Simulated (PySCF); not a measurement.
**Reproducing measurements on acetic acid**

**The experiment to reproduce.**

From NIST CCCBDB Release 22 (SRD 101), experimental polarizabilities, for the gas: mean polarisability 5.149 Å³.

The runs below try to reproduce these values; the comparison stands at the end.

Acetic acid, C2H4O2.
SMILES with atom numbers: `[CH3:1][C:2](=[O:3])[OH:4]` (hydrogens: H5, H6, H7 on C1; H8 on O4)

Geometry (GFN2-xTB, Å), atoms numbered from 1 in this order:
```xyz
8
C2H4O2 angstrom
C     -0.958   -0.058   -0.118
C      0.487    0.328    0.021
O      0.929    1.441   -0.049
O      1.265   -0.742    0.242
H     -1.283   -0.557    0.791
H     -1.560    0.827   -0.297
H     -1.063   -0.756   -0.945
H      2.193   -0.474    0.329
```

Runs made with PySCF (gas phase, on this GFN2-xTB geometry; no spin–orbit coupling):

| level | job | basis functions | wall time |
| --- | --- | --- | --- |
| wB97X-D/def2-SVPD | 8 singlets by full TDDFT, 3 Tamm–Dancoff triplets, polarisability | 118 | 6.9 s |

Hardware: x86-64 server, one thread (shared host).

Results beside the measurements:

**Mean polarisability.** Measured: 5.149 Å³ (NIST CCCBDB Release 22 (SRD 101), experimental polarizabilities).

| level | computed (Å³) | computed − measured (Å³) | % (from the printed values) |
| --- | --- | --- | --- |
| wB97X-D/def2-SVPD | 4.920 | -0.229 | -4 |

The computed values are static and purely electronic, with core orbitals frozen in the response (1 au = 0.148185 Å³). The table of measured values doesn't say here whether a value is static or optical, or holds a vibrational part. The measurement averages over conformers, the calculation has one.

No measured geometry was used, and the causes of the misses weren't examined.
